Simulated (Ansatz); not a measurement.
A 2-atom cell of BeS (F-43m) from a materials database, relaxed with r2SCAN: it is cubic, F-43m (No. 216); a = 4.869 Å in the conventional setting, 14.43 Å³ an atom. Be has 4 S at 2.11 Å; S has 4 Be at 2.11 Å. One-shot G0W0@PBE in the plane-wave code Ansatz on a 6×6×6 mesh (contour deformation, no spin-orbit coupling), from a PBE gap of 3.134 eV over the mesh points (the G0W0 gap is indirect on the mesh); the number N of bands summed and the screening cutoff rise together. Calculated for a static, non-magnetic cell.

```
  N  cutoff (eV)  1000/N  G0W0 gap (eV)
 90          120  11.111          4.382
217          220   4.608          4.524
```

Question: Lay a straight line in 1000/N through these rows.

Answer: The slope is -0.0218 eV per unit of 1000/N and the intercept 4.625 eV.

Question: Predict the gap at N = 396 (300 eV).

Answer: 4.625 + (-0.0218) × 2.525 = 4.570 eV; the run gives 4.565 eV, -0.005 eV from the line.

Question: With that run's result added, what limit do the last two rows suggest?

Answer: Their slope is (4.565 − 4.524)/(2.525 − 4.608) = -0.0197, which meets 1/N = 0 at 4.61 eV, against 4.625 eV from the first line. The two lines nearly agree; the k mesh isn't extrapolated.
